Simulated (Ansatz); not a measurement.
## Indium (bcc) across density functionals

All rows: Ansatz, plane waves with scalar-relativistic PAW, 420 eV (500 eV for the SCAN forms), relaxed under each functional, no dispersion correction, no zero-point motion. B₀ comes from uniform scaling at fixed shape; a dash is a value not given.

```
functional  V (Å³/atom)         cell  B₀ (GPa)     magnetic state  ΔE to body-centred tetragonal (meV/atom)
       PBE        27.80  a = 3.817 Å        35  spin not included                                        10
    r²SCAN        26.67  a = 3.764 Å        41  spin not included                                        23
    PBEsol        25.88  a = 3.727 Å        45  spin not included                                        14
       LDA        24.87  a = 3.677 Å        48  spin not included                                        15
    revPBE        28.79  a = 3.862 Å        31  spin not included                                         9
      RPBE        29.19  a = 3.879 Å        29  spin not included                                         9
      BLYP        31.53  a = 3.980 Å        22  spin not included                                         0
```

LDA gives the smallest volume and BLYP the largest.
